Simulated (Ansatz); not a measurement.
**TiO2: input and output**

Input file of Ansatz 0.2.0:

```yaml
crystal:
  lattice:
    - [-1.92343533, 1.86514399, 4.78725209]
    - [1.88493896, -1.96296138, 4.81083079]
    - [1.91574267, 1.95526872, -4.82613219]
  atoms:
    - { symbol: Ti, position: [0.99952154, 0.99231206, 0.99074304], spin: 1.0 }
    - { symbol: Ti, position: [0.75202323, 0.24536245, 0.49419718], spin: 1.0 }
    - { symbol: O, position: [0.17848347, 0.17487852, 0.00011289] }
    - { symbol: O, position: [0.92631195, 0.4283146, 0.49931597] }
    - { symbol: O, position: [0.57208614, 0.07162406, 0.50037659] }
    - { symbol: O, position: [0.82756881, 0.823425, 0.00592914] }
kpoints:
  mp_grid: { grid: [5, 5, 7], shift: [0.0, 0.0, 0.0] }
magnetization:
  spin_polarized: true
scf:
  occupations: { method: methfessel_paxton, width: 0.0143 }
  lower_state_search: "off"
  max_iter: 200
hamiltonian:
  pseudopotentials: { kind: paw }
  xc: r2scan
  hubbard:
    projectors: all-electron-ortho-atomic
    sites: [{ species: Ti, l: d, u_eff: 3.02 }]
basis:
  ecutwfc: 500
  fft_grid_basis: typed
output:
  forces: true
  stress: true
  eigenvalues: true
  bader: true
  populations: true
  elf: true
  write_potential: true
  volumetric_format: npy
  dos:
    e_range: [-12, 8]
    de: 0.05
    projected: { site_lists: { O: [O], Ti: [Ti] } }
checkpoint:
  read: saved_state
```

The saved state is an earlier solution for the same cell, perhaps on another mesh. The state carries no moments; the state need not be the lowest.

Excerpt of what it printed:

```
Ti: projections on atomic orbitals take those of the free atom [Ne] 3s2 3p6 3d2 4s2, of charge +0.00 (hamiltonian.pseudopotentials.projection_atoms); the dataset's partial waves leave at most 4.1e-7 of an orbital's norm unspanned inside its sphere
O: projections on atomic orbitals take those of the free atom [He] 2s2 2p4, of charge +0.00 (hamiltonian.pseudopotentials.projection_atoms); the dataset's partial waves leave at most 1.9e-8 of an orbital's norm unspanned inside its sphere
Pseudopotentials: kind: paw
Pseudopotential: Ti, paw, valence charge 12, recommended cutoff 500 eV (meta_gga), Ti.paw.azcp
Pseudopotential: O, paw, valence charge 6, recommended cutoff 500 eV (meta_gga), O.paw.azcp
Functional definition: r2SCAN
  exchange = r2scan_x(k0 = k0, k1 = k1, a1 = a1)
  correlation = r2scan_c
Crystal: 6 atoms, lattice volume = 69.674 Å³
Basis set: ecut = 500 eV, 1731 PW (Γ), exchange–correlation on 180×180×180 points (64 copies of the dense FFT grid, shifted against one another)
Bands: 31, of which v1, the nominal top of the filled ones, is band 24 counted from 1 (23 counted from 0)
Symmetry: 1 space group operations
Space group: P1 (ITA 1), of the structure as read, at distance tolerance 4.1e-5 Å
Magnetic group: BNS 1.1 (UNI 1), of the structure as read, at distance tolerance 4.1e-5 Å
k-points: 88 of 175 (time reversal used)
Initial density: read from a saved state, or passed on in memory by an earlier SCF of this step, an earlier step, the calling program or the single point that the run made first
Starting moments: Σ|m| = 2 μB on 2 of 6 sites; this step starts from the density that it was given
Functional: x = r2scan, c = r2scan; τ floored in thin density (d = 2e-4 eV/Å³)
Magnetization: 0.0000 μB (24.0000 up, 24.0000 down)
Absolute magnetization: 0.0000 μB (∫|ρ↑−ρ↓|, with the PAW one-centre terms)
Spin contamination: 0.0000 ħ² per cell (⟨S²⟩ above its minimum at these occupations)
Per-site moments (μB) at R_I (Å): [(3.847e-7, 0.6971), (3.933e-7, 0.6972), (-5.786e-7, 0.6971), (-5.469e-7, 0.6972), (-5.796e-7, 0.7126), (-5.530e-7, 0.7054)]
Free energy (F): -7283.4819 eV
Harris-Foulkes:  -7283.4819 eV  (|F-HF|=1.09e-11)
Internal energy: -7283.4819 eV  (E = F + TS)
E sigma→0 (E₀):  -7283.4819 eV
Fermi energy:    9.1092 eV
--- Per-component energies (eV) ---
  E_band       = -511.0549
  E_kinetic    = 1272.6970
  E_local      = -3962.5229  (includes V_loc(G=0)·N_el)
  E_nonlocal   = 193.8741
  E_hartree    = 1568.3262
  E_xc         = -486.4507
  E_vxc        = -698.9562  (∫ρ·V_xc dr)
  E_hubbard    = 4.8612  (on-site DFT+U / exact-exchange correction)
  E_vhub       = 3.3225  (the Hubbard potential's part of the band-sum identity)
  E_paw        = -2750.9424  (= ΣΔE_a)
  E_vpaw       = -502.3248  (= ΣTr[D̂ρ^β])
  E_aug_tail   = 0.0045  (compensation charges beyond the density's cutoff)
  E_vtau       = 46.1984  (kinetic-family band-sum trace: ∫τ·v_τ [+ j·A + Jᵃ·Aᵃ] dr)
  E_ewald      = -3122.6943
  E_core_change = -0.6347  (= ΣΔE_core)
  E_smearing   =  0.0000  (= −TS)
--- Stress (GPa, compression-positive) ---
        9.6110       0.0726       0.3128
        0.0726       6.8524       0.0064
        0.3128       0.0064      98.5942
  P = ⅓ Tr σ = 38.3525 GPa (383.525 kbar)
--- Löwdin populations: 6 sites ---
  site symbol       q [e]    m [muB]
     0     Ti     10.4782     0.0000
     1     Ti     10.4720     0.0000
     2      O      6.7069     0.0000
     3      O      6.7016     0.0000
     4      O      6.7308     0.0000
     5      O      6.7199     0.0000
  spilling = 0.0040 (of n_electrons = 48.0000)
```

Origin: a strained cell with displaced atoms, so it need not be a known compound. Caveats: atoms or cell far from equilibrium.
